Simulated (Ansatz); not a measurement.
## Stability checks on a candidate for In2O3

It was relaxed at this level from a cell as deposited in COD.

The calculation used Ansatz, DFT PBE, scalar-relativistic, plane waves, PAW. Cutoff 420 eV, Γ-centred 6×6×6 mesh (10-atom cell), Gaussian smearing of 0.02 eV, no spin polarisation.

Space group R-3c:H (No. 167). a = 5.576 Å, b = 5.576 Å, c = 14.754 Å, α = 90.00°, β = 90.00°, γ = 120.00°
```json
{"atom": "In", "site": "12c", "symmetry": "3.", "x": "0.6667", "y": "0.3333", "z": "0.1906"}
{"atom": "O", "site": "18e", "symmetry": ".2", "x": "0.6300", "y": "0.6667", "z": "0.4167"}
```

The zero of energy is the elements' standard structures at the same level (O₂ as a molecule); no fitted shifts are applied.

Problem. These tests were run: energy against the elements; random kick, then relaxation without symmetry; elastic tensor. What do they show?

Solution.

```csv
test,result
energy against the elements,−1.527 eV/atom
"random kick, then relaxation without symmetry",returns
elastic tensor,least eigenvalue 50 GPa
```

It fails none of these tests. Competing phases weren't compared here. Phonons away from Γ weren't computed.

The kick test ran on a coarse mesh. The run for the elastic tensor used a 6×6×6 k mesh.
